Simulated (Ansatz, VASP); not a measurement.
## Two plane-wave programs on Ge

INCAR

```
SYSTEM = Ge
ALGO = Normal
EDIFF = 1E-7
ENCUT = 520
GGA = PS
ISIF = 2
ISMEAR = -1
LASPH = .TRUE.
LCHARG = .FALSE.
LREAL = .FALSE.
LWAVE = .FALSE.
NBANDS = 21
NELM = 80
PREC = Accurate
SIGMA = 0.05
```

The input KPOINTS:

```
k-points
0
G
  11 11 11
  0 0 0
```

File POSCAR:

```
Ge
1.0
   -2.6249827287      2.6249827287      1.4248198492
    2.6249827287     -2.6249827287      1.4248198492
    2.6249827287      2.6249827287     -1.4248198492
Ge
2
Direct
    0.5000000000      0.5000000000      0.0000000000
    0.2500000000      0.7500000000      0.5000000000
```

File input.yaml:

```yaml
crystal:
  lattice:
    - [-2.6249827287, 2.6249827287, 1.4248198492]
    - [2.6249827287, -2.6249827287, 1.4248198492]
    - [2.6249827287, 2.6249827287, -1.4248198492]
  atoms:
    - { symbol: Ge, position: [0.5, 0.5, 0.0] }
    - { symbol: Ge, position: [0.25, 0.75, 0.5] }
hamiltonian:
  xc: pbesol
  pseudopotentials: { kind: paw }
kpoints:
  mp_grid: { grid: [11, 11, 11] }
scf:
  occupations: { method: fermi_dirac, width: 0.05 }
output:
  forces: true
  stress: true
  eigenvalues: true
```

Change from the starting cell: volume scaled by 1.06.

Alike in both runs: task single point; functional PBEsol; k mesh 11 × 11 × 11; occupations fermi-dirac, width 0.05 eV; no spin polarisation.

|  | VASP | Ansatz |
| --- | --- | --- |
| version | VASP 6.6.1 | Ansatz 0.2.0 |
| potentials or method | VASP PAW PBE potentials, release 64 (Ge_d) | Ansatz PAW |
| plane-wave cutoff (eV) | 520 | 420 |
| valence electrons in the cell | 28 | 28 |

VASP gave:

- gap on the k mesh at the Fermi level (eV): none
- pressure (GPa): -4.5
- largest component of the traceless stress (GPa): 0.25

**Question.** What did Ansatz give for the same quantities?

**Answer.** gap on the k mesh at the Fermi level (eV): none; pressure (GPa): -4.5; largest component of the traceless stress (GPa): 0.27.

A gap of «none» marks a metal or a gap that the smearing closes. The functional is the same, so the differences come from potentials, cutoffs and numerics.

Caveats: the PAW data sets were made with another functional, which shifts forces and pressure a little (VASP); the PAW data sets come from PBE, with cores solved anew for the run's functional, which leaves a small shift of forces and pressure (Ansatz).
